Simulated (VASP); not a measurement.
A run of VASP 6.6.1 is set up as follows.

Contents of INCAR:

```
SYSTEM = Pt
ALGO = Normal ; EDIFF = 1E-7
ENCUT = 520 ; ISIF = 2
ISMEAR = 0 ; LASPH = .True.
LCHARG = .False. ; LMIXTAU = .True.
LREAL = .False. ; LWAVE = .False.
METAGGA = R2SCAN ; NELM = 80
PREC = Accurate ; SIGMA = 0.1
```

KPOINTS

```
k-points
0
Gamma
  18 18 18
  0 0 0
```

Contents of POSCAR:

```
Pt
1.0
   -1.5598900000      1.5598900000      1.5598900000
    1.5598900000     -1.5598900000      1.5598900000
    1.5598900000      1.5598900000     -1.5598900000
Pt
1
Direct
    0.0000000000      0.0000000000      0.0000000000
```

Potentials or basis: VASP PAW PBE potentials, release 64 (Pt).

The run is started by

```sh
$ cat potpaw_PBE.64/Pt/POTCAR > POTCAR
$ mpirun -np 1 vasp_std > vasp.out
```

Task: Estimate the pressure.

Result: 5.7 GPa.

Task: Predict the band gap on the k mesh.

Result: None (metal or under the smearing width).

Caveat: the PAW data sets were made with another functional, which shifts forces and pressure a little. The run has no spin-orbit coupling, so splittings on Pt are missing.
